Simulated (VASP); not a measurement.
# AlN (F-43m) in VASP: band structure with PBE

Aim: the band structure of AlN with PBE.

Program: VASP 6.6.1. These are calculated values, not measurements. Logs are shortened: lines on timing, memory, paths and dates and some standing lists are left out, and cuts for length are marked.

### 1 The structure

It takes space group F-43m (No. 216, cubic). The conventional cell has a = 4.400 Å, b = 4.400 Å, c = 4.400 Å, α = 90.00°, β = 90.00°, γ = 90.00°. Al (site symmetry -43m) has 4 N at 1.91 Å as nearest neighbours. N (site symmetry -43m) has 4 Al at 1.91 Å as nearest neighbours.

Measurements of this composition are mostly on another form, of space group No. 186.

### 2 Band structure, PBE

Input file INCAR:

```
SYSTEM = AlN
ALGO     = Fast           ! electronic algorithm
EDIFF    = 1E-7           ! SCF threshold, eV
ENCUT    = 900            ! plane-wave cutoff, eV
GGA      = PE             ! functional
ISIF     = 2              ! what is computed and relaxed
ISMEAR   = 0              ! smearing method
LASPH    = .TRUE.         ! aspherical terms in the spheres
LCHARG   = .FALSE.        ! write CHGCAR
LREAL    = .FALSE.        ! projectors in reciprocal space
LWAVE    = .FALSE.        ! write WAVECAR
NBANDS   = 11             ! bands
NELM     = 80             ! most SCF steps
PREC     = Accurate       ! precision mode
SIGMA    = 0.02           ! smearing width, eV
```

Input file KPOINTS:

```
k-points
0
G
  12 12 12
  0 0 0
```

Input file POSCAR:

```
AlN                                     
1.0
   -0.0000000000      2.1998399393      2.1998399393
    2.1998399393      0.0000000000      2.1998399393
    2.1998399393      2.1998399393     -0.0000000000
  Al              N             
     1     1
Direct
     0.0000000000000000    0.0000000000000000    0.0000000000000000
     0.7500000000000000    0.7500000000000000    0.7500000000000000
```

Input file KPOINTS_OPT:

```
path GXWKGLUWLK,UX
15
line-mode
reciprocal
 0.0000000000  0.0000000000  0.0000000000  G
 0.5000000000  0.0000000000  0.5000000000  X

 0.5000000000  0.0000000000  0.5000000000  X
 0.5000000000  0.2500000000  0.7500000000  W

 0.5000000000  0.2500000000  0.7500000000  W
 0.3750000000  0.3750000000  0.7500000000  K

 0.3750000000  0.3750000000  0.7500000000  K
 0.0000000000  0.0000000000  0.0000000000  G

 0.0000000000  0.0000000000  0.0000000000  G
 0.5000000000  0.5000000000  0.5000000000  L

 0.5000000000  0.5000000000  0.5000000000  L
 0.6250000000  0.2500000000  0.6250000000  U

 0.6250000000  0.2500000000  0.6250000000  U
 0.5000000000  0.2500000000  0.7500000000  W

 0.5000000000  0.2500000000  0.7500000000  W
 0.5000000000  0.5000000000  0.5000000000  L

 0.5000000000  0.5000000000  0.5000000000  L
 0.3750000000  0.3750000000  0.7500000000  K

 0.6250000000  0.2500000000  0.6250000000  U
 0.5000000000  0.0000000000  0.5000000000  X
```

Potentials or basis: VASP PAW PBE potentials, release 64 (Al, N_h).

On the command line:

```bash
$ cat potpaw_PBE.64/Al/POTCAR potpaw_PBE.64/N_h/POTCAR > POTCAR
$ mpirun -np 1 vasp_std > vasp.out
```

OUTCAR:

```text
SYSTEM = AlN
   EDIFF = 1E-7
   ENCUT = 900
   GGA = PE
   ISIF = 2
   ISMEAR = 0
   LASPH = .TRUE.
   LREAL = .FALSE.
   NELM = 80
   PREC = Accurate

 ion  position               nearest neighbor table
   1  0.000  0.000  0.000-   2 1.91   2 1.91   2 1.91   2 1.91
   2  0.750  0.750  0.750-   1 1.91   1 1.91   1 1.91   1 1.91

  LATTYP: Found a face centered cubic cell.
 ALAT       =     4.3996798786

  Lattice vectors:

 A1 = (   0.0000000000,   2.1998399393,   2.1998399393)
 A2 = (   2.1998399393,   0.0000000000,   2.1998399393)
 A3 = (   2.1998399393,   2.1998399393,   0.0000000000)

Analysis of symmetry for initial positions (statically):
=====================================================================
 Subroutine PRICEL returns:
 Original cell was already a primitive cell.

 Routine SETGRP: Setting up the symmetry group for a
 face centered cubic supercell.

 Subroutine GETGRP returns: Found 24 space group operations
 (whereof 24 operations were pure point group operations)
 out of a pool of 48 trial point group operations.

The static configuration has the point symmetry T_d .

Analysis of symmetry for dynamics (positions and initial velocities):
=====================================================================
 Subroutine PRICEL returns:
 Original cell was already a primitive cell.

 Routine SETGRP: Setting up the symmetry group for a
 face centered cubic supercell.

 Subroutine GETGRP returns: Found 24 space group operations
 (whereof 24 operations were pure point group operations)
 out of a pool of 48 trial point group operations.

The dynamic configuration has the point symmetry T_d .

 Subroutine INISYM returns: Found 24 space group operations
 (whereof 24 operations are pure point group operations),
 and found     1 'primitive' translations

----------------------------------------------------------------------------------------

                                     Primitive cell

  volume of cell :      21.2914

  direct lattice vectors                    reciprocal lattice vectors
     0.000000000  2.199839939  2.199839939    -0.227289264  0.227289264  0.227289264
     2.199839939  0.000000000  2.199839939     0.227289264 -0.227289264  0.227289264
     2.199839939  2.199839939  0.000000000     0.227289264  0.227289264 -0.227289264

  length of vectors
     3.111043477  3.111043477  3.111043477     0.393676553  0.393676553  0.393676553

  position of ions in fractional coordinates (direct lattice)
     0.000000000  0.000000000  0.000000000
     0.750000000  0.750000000  0.750000000

  ion indices of the primitive-cell ions
   primitive index   ion index
                 1           1
                 2           2

----------------------------------------------------------------------------------------

 KPOINTS: k-points

Automatic generation of k-mesh.
 Grid dimensions read from file:
 generate k-points for:   12   12   12

 Generating k-lattice:

  Cartesian coordinates                     Fractional coordinates (reciprocal lattice)
    -0.018940772  0.018940772  0.018940772     0.083333333  0.000000000  0.000000000
     0.018940772 -0.018940772  0.018940772     0.000000000  0.083333333  0.000000000
     0.018940772  0.018940772 -0.018940772     0.000000000  0.000000000  0.083333333

  Length of vectors
     0.032806379  0.032806379  0.032806379

  Shift w.r.t. Gamma in fractional coordinates (k-lattice)
     0.000000000  0.000000000  0.000000000

 Subroutine IBZKPT returns following result:
 ===========================================

 Found     72 irreducible k-points:

 Following reciprocal coordinates:
            Coordinates               Weight
  0.000000  0.000000  0.000000      1.000000
  0.083333  0.000000  0.000000      8.000000
  0.166667  0.000000  0.000000      8.000000
  0.250000  0.000000  0.000000      8.000000
  0.333333  0.000000  0.000000      8.000000
  0.416667  0.000000  0.000000      8.000000
[... 16 lines left out ...]
  0.500000  0.166667  0.000000     24.000000
 -0.416667  0.166667  0.000000     24.000000
 [... further k-points ...]
   k-points           NKPTS =     72   k-points in BZ     NKDIM =     72   number of bands    NBANDS=     11
   number of dos      NEDOS =    301   number of ions     NIONS =      2
   total plane-waves  NPLWV =  27000
   dimension x,y,z NGX =    30 NGY =   30 NGZ =   30
   dimension x,y,z NGXF=    60 NGYF=   60 NGZF=   60
   ions per type =               1   1
   NGX,Y,Z   is equivalent  to a cutoff of  16.03, 16.03, 16.03 a.u.
   NGXF,Y,Z  is equivalent  to a cutoff of  32.06, 32.06, 32.06 a.u.
 SYSTEM =  AlN
   PREC   = accura    normal or accurate (medium, high low for compatibility)
   ISTART =      0    job   : 0-new  1-cont  2-samecut
   ICHARG =      2    charge: 1-file 2-atom 10-const
   ISPIN  =      1    spin polarized calculation?
   LNONCOLLINEAR =      F non collinear calculations
   LSORBIT =      F    spin-orbit coupling
   LASPH  =      T    aspherical Exc in radial PAW
   ENCUT  =  900.0 eV  66.15 Ry    8.13 a.u.   7.61  7.61  7.61*2*pi/ulx,y,z
   NELM   =     80;   NELMIN=  2; NELMDL= -5     # of ELM steps
   EDIFF  = 0.1E-06   stopping-criterion for ELM
   LREAL  =      F    real-space projection
   EDIFFG = 0.1E-05   stopping-criterion for IOM
   NSW    =      0    number of steps for IOM
   IBRION =     -1    ionic relax: 0-MD 1-quasi-New 2-CG
   NFREE  =      0    steps in history (QN), initial steepest desc. (CG)
   ISIF   =      2    stress and relaxation
   ISYM   =      2    0-nonsym 1-usesym 2-fastsym
   POTIM  = 0.5000    time-step for ionic-motion
   TEBEG  =    0.0;   TEEND  =   0.0 temperature during run
   PSTRESS=    0.0 pullay stress
   NELECT =       8.0000    total number of electrons
   NUPDOWN=      -1.0000    fix difference up-down
   EMIN   =  10.00;   EMAX   =-10.00  energy-range for DOS
   EFERMI =   0.00;   METHOD = LEGACY
   ISMEAR =     0;   SIGMA  =   0.02  broadening in eV -4-tet -1-fermi 0-gaus
   EFERMI_NEDOS =   21; number of points for ismear=-14 and -15
   IALGO  =     68    algorithm
   IMIX   =      4    mixing-type and parameters
     AMIX     =   0.40;   BMIX     =  1.00
     AMIX_MAG =   1.60;   BMIX_MAG =  1.00
  volume/ion in A,a.u.               =      10.65        71.84
  Fermi-wavevector in a.u.,A,eV,Ry     =   1.181328  2.232386 18.987410  1.395535
  Thomas-Fermi vector in A             =   2.317603
   LORBIT       =      0    0 simple, 1 ext, 2 COOP (PROOUT), +10 PAW based schemes
   GGA     = PE    functional components
   LHFCALC =     F    Hartree Fock is set to
   AEXX    =    0.0000 exact exchange contribution
   IVDW    =     0    specifies the selected vdW correction
   LEPSILON=     F    determine dielectric tensor
   LRPA    =     F    only Hartree local field effects (RPA)
 non-spin polarized calculation
 RMM-DIIS sequential band-by-band and
 Gauss-broadening in eV      SIGMA  =   0.02
  energy-cutoff  :      900.00
  volume of cell :       21.29
 maximum number of plane-waves:      1323
   NGX = 15   NGY = 15   NGZ = 15

 number of electron       8.0000000 magnetization

 Free energy of the ion-electron system (eV)
  ---------------------------------------------------
  ext. energy  EPLUGINS =         0.00000000
  ---------------------------------------------------
  free energy    TOTEN  =       -14.85419368 eV

  energy without entropy =      -14.85419368  energy(sigma->0) =      -14.85419368

 E-fermi :   6.2180     XC(G=0): -10.8544

 val. band max:        6.0863325662   @ k =   0.0000   0.0000   0.0000
 cond. band min:       9.3937998173   @ k =   0.5000   0.5000   0.0000
 fundamental gap:      3.3074672511
 Fermi energy:         6.2180189822

 k-point     1 :       0.0000    0.0000    0.0000
  band No.  band energies     occupation
      1      -8.7714      2.00000
      2       6.0863      2.00000
      3       6.0863      2.00000
      4       6.0863      2.00000
      5      10.0933      0.00000
      6      18.4335      0.00000
      7      18.4335      0.00000
      8      18.4335      0.00000
      9      23.6008      0.00000
     10      23.6008      0.00000
     11      24.9631      0.00000

 k-point     2 :       0.0833    0.0000    0.0000
  band No.  band energies     occupation
      1      -8.6720      2.00000
      2       5.4959      2.00000
      3       6.0499      2.00000
      4       6.0499      2.00000
      5      10.5838      0.00000
      6      18.1554      0.00000
      7      18.5327      0.00000
      8      18.5327      0.00000
      9      22.5841      0.00000
     10      22.5841      0.00000
     11      24.3619      0.00000

 k-point     3 :       0.1667    0.0000    0.0000
  band No.  band energies     occupation
      1      -8.3843      2.00000
      2       4.2436      2.00000
      3       5.9545      2.00000
      4       5.9545      2.00000
      5      11.5213      0.00000
      6      17.5276      0.00000
      7      18.6043      0.00000
      8      18.6043      0.00000
      9      21.8175      0.00000
     10      21.8175      0.00000
     11      23.5433      0.00000

 k-point     4 :       0.2500    0.0000    0.0000
  band No.  band energies     occupation
      1      -7.9441      2.00000
      2       2.8580      2.00000
      3       5.8317      2.00000
      4       5.8317      2.00000
      5      12.3591      0.00000
      6      16.8618      0.00000
      7      18.2355      0.00000
      8      18.2355      0.00000
      9      22.1766      0.00000
     10      22.1766      0.00000
     11      23.1054      0.00000

 k-point     5 :       0.3333    0.0000    0.0000
  band No.  band energies     occupation
      1      -7.4274      2.00000
      2       1.5948      2.00000
      3       5.7167      2.00000
      4       5.7167      2.00000
      5      12.9093      0.00000
      6      16.3119      0.00000
      7      17.6659      0.00000
      8      17.6659      0.00000
      9      23.1788      0.00000
     10      23.3895      0.00000
     11      23.3895      0.00000
[... 211 lines left out ...]
 k-point    21 :       0.3333    0.1667    0.0000
  band No.  band energies     occupation
      1      -7.4842      2.00000
      2       2.4499      2.00000
      3       5.1517      2.00000
      4       5.2344      2.00000
      5      12.5820      0.00000
      6      16.2005      0.00000
      7      17.1496      0.00000
      8      19.0838      0.00000
      9      20.6952      0.00000
     10      25.1525      0.00000
     11      26.0409      0.00000

 k-point    22 :       0.4167    0.1667    0.0000
  band No.  band energies     occupation
      1      -7.0116      2.00000
      2       1.4909      2.00000
      3       4.8322      2.00000
      4       5.1862      2.00000
      5      12.8477      0.00000
      6      15.5864      0.00000
      7      17.5381      0.00000
      8      18.6219      0.00000
      9      21.5794      0.00000
     10      26.1160      0.00000
     11      26.1768      0.00000

 k-point    23 :       0.5000    0.1667    0.0000
  band No.  band energies     occupation
      1      -6.6659      2.00000
      2       0.8672      2.00000
      3       4.5300      2.00000
      4       5.2376      2.00000
      5      13.1644      0.00000
      6      15.0792      0.00000
      7      17.9739      0.00000
      8      18.2020      0.00000
      9      22.5799      0.00000
     10      26.1367      0.00000
     11      26.4327      0.00000

 k-point    24 :      -0.4167    0.1667    0.0000
  band No.  band energies     occupation
      1      -6.6127      2.00000
      2       0.7796      2.00000
      3       4.3274      2.00000
      4       5.3777      2.00000
      5      13.6260      0.00000
      6      14.7153      0.00000
      7      17.9678      0.00000
      8      18.0599      0.00000
      9      23.7306      0.00000
     10      24.5979      0.00000
     11      26.3870      0.00000

 [... further k-points ...]

------------------------ aborting loop because EDIFF is reached ----------------------------------------

  FORCE on cell =-STRESS in cart. coord.  units (eV):
  Direction    XX          YY          ZZ          XY          YZ          ZX
  --------------------------------------------------------------------------------------
  -------------------------------------------------------------------------------------
  Total        0.0035166      0.0035166      0.0035166     -0.0000000     -0.0000000     -0.0000000
  in kB        0.2646220      0.2646220      0.2646220     -0.0000000     -0.0000000     -0.0000000
  external PRESSURE =       0.2646220 kB  Pullay stress =       0.0000000 kB

 VOLUME and BASIS-vectors are now :
 -----------------------------------------------------------------------------
  energy-cutoff  :      900.00
  volume of cell :       21.29
      direct lattice vectors                 reciprocal lattice vectors
     0.000000000  2.199839939  2.199839939    -0.227289264  0.227289264  0.227289264
     2.199839939  0.000000000  2.199839939     0.227289264 -0.227289264  0.227289264
     2.199839939  2.199839939  0.000000000     0.227289264  0.227289264 -0.227289264

 POSITION                                       TOTAL-FORCE (eV/Angst)
 -----------------------------------------------------------------------------------
      0.00000      0.00000      0.00000         0.000000      0.000000      0.000000
      3.29976      3.29976      3.29976        -0.000000     -0.000000     -0.000000
 -----------------------------------------------------------------------------------
    total drift:                               -0.000000     -0.000000     -0.000000

  FREE ENERGIE OF THE ION-ELECTRON SYSTEM (eV)
  ---------------------------------------------------
  free  energy   TOTEN  =       -14.8541936764 eV

  energy  without entropy=      -14.8541936764  energy(sigma->0) =      -14.85419368
```

It took 69 s on 1 thread of Intel Xeon Platinum 8488C (Sapphire Rapids), shared host; peak memory 0.2 GiB.

Results:

- Free energy: -14.8542 eV
- Pressure: 0.0 GPa
- Band gap on the k mesh: 3.31 eV, indirect (least direct gap 4.01 eV)
- Band gap along the path: 3.31 eV, indirect (least direct gap 4.01 eV)

Levels at the corners of the path, in eV from the valence-band top:
```
point  band 2  band 3  band 4  band 5  band 6  band 7
    Γ    0.00    0.00    0.00    4.01   12.35   12.35
    X   -4.84   -1.75   -1.75    3.31    8.48   13.67
    X   -4.84   -1.75   -1.75    3.31    8.48   13.67
    W   -3.76   -3.36   -2.65    6.00   11.30   11.77
    W   -3.76   -3.36   -2.65    6.00   11.30   11.77
    K   -4.21   -3.57   -1.35    5.12    9.94   12.81
    K   -4.21   -3.57   -1.35    5.12    9.94   12.81
    Γ    0.00    0.00    0.00    4.01   12.35   12.35
    Γ    0.00    0.00    0.00    4.01   12.35   12.35
    L   -5.76   -0.48   -0.48    7.18    9.72   11.01
    L   -5.76   -0.48   -0.48    7.18    9.72   11.01
    U   -4.21   -3.57   -1.35    5.12    9.94   12.81
    U   -4.21   -3.57   -1.35    5.12    9.94   12.81
    W   -3.76   -3.36   -2.65    6.00   11.30   11.77
    W   -3.76   -3.36   -2.65    6.00   11.30   11.77
    L   -5.76   -0.48   -0.48    7.18    9.72   11.01
    L   -5.76   -0.48   -0.48    7.18    9.72   11.01
    K   -4.21   -3.57   -1.35    5.12    9.94   12.81
    U   -4.21   -3.57   -1.35    5.12    9.94   12.81
    X   -4.84   -1.75   -1.75    3.31    8.48   13.67
```

Caveat: the cutoff is under 1.25 times the usual one of these potentials, so pressure, stress and relaxed cells hold a basis-set (Pulay) error.
